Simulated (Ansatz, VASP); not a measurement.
## One calculation of Pt, two programs

```
Pt
1.0
    -1.58422    1.58422    1.58422
     1.58422   -1.58422    1.58422
     1.58422    1.58422   -1.58422
Pt
1
Cartesian
  0.0000 0.0000 0.0000
```

This isn't the form of Pt at room conditions, which is fcc.

Alike in both runs: task relaxation of cell and atoms; functional PBEsol; k mesh 12 × 12 × 12; occupations fermi-dirac, width 0.05 eV; no spin polarisation.

|  | VASP | Ansatz |
| --- | --- | --- |
| version | VASP 6.6.1 | Ansatz 0.2.0 |
| potentials or method | VASP PAW PBE potentials, release 64 (Pt) | Ansatz PAW |
| plane-wave cutoff (eV) | 600 | 420 |
| valence electrons in the cell | 10 | 18 |

VASP gave:

| Quantity | Value |
| --- | --- |
| gap on the k mesh at the Fermi level, each at its own relaxed structure (eV) | none |
| relaxed volume (Å³/atom) | 15.18 |
| relaxed cell length with the largest relative difference (Å) | 2.702 |
| energy change over the relaxation (meV/atom) | -27 |

Task: Estimate Ansatz's values.

Result: gap on the k mesh at the Fermi level, each at its own relaxed structure (eV): none; relaxed volume (Å³/atom): 15.19; relaxed cell length with the largest relative difference (Å): 2.703; energy change over the relaxation (meV/atom): -26.

A gap of «none» marks a metal or a gap that the smearing closes. The two sets of potentials don't hold the same shells in valence.

Caveats: the PAW data sets were made with another functional, which shifts forces and pressure a little (VASP); the plane-wave basis is chosen anew once the cell has moved, so the energies of steps on either side of that aren't comparable (Ansatz); the PAW data sets come from PBE, with cores solved anew for the run's functional, which leaves a small shift of forces and pressure (Ansatz). The runs have no spin-orbit coupling, so splittings on Pt are missing.
